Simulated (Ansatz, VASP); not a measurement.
## One calculation of Nb, two programs

```
CELL_PARAMETERS angstrom
-1.65312 1.65312 1.65312
1.65312 -1.65312 1.65312
1.65312 1.65312 -1.65312
ATOMIC_POSITIONS crystal
Nb 0.00000 0.00000 0.00000
```

Alike in both runs: task single point; functional BLYP; k mesh 22 × 22 × 22; occupations fermi-dirac, width 0.1 eV; no spin polarisation.

```csv
,VASP,Ansatz
version,VASP 6.6.1,Ansatz 0.2.0
potentials or method,"VASP PAW PBE potentials, release 64 (Nb_sv)","plane waves (420 eV) with PAW, scalar-relativistic"
plane-wave cutoff (eV),520,420
valence electrons in the cell,13,13
```

VASP gave:

| Item | Value |
| --- | --- |
| pressure (GPa) | 7.1 |

Task: Estimate Ansatz's values.

Result: Pressure (GPa): 7.2.

Caveats: the PAW data sets were made with another functional, which shifts forces and pressure a little (VASP).
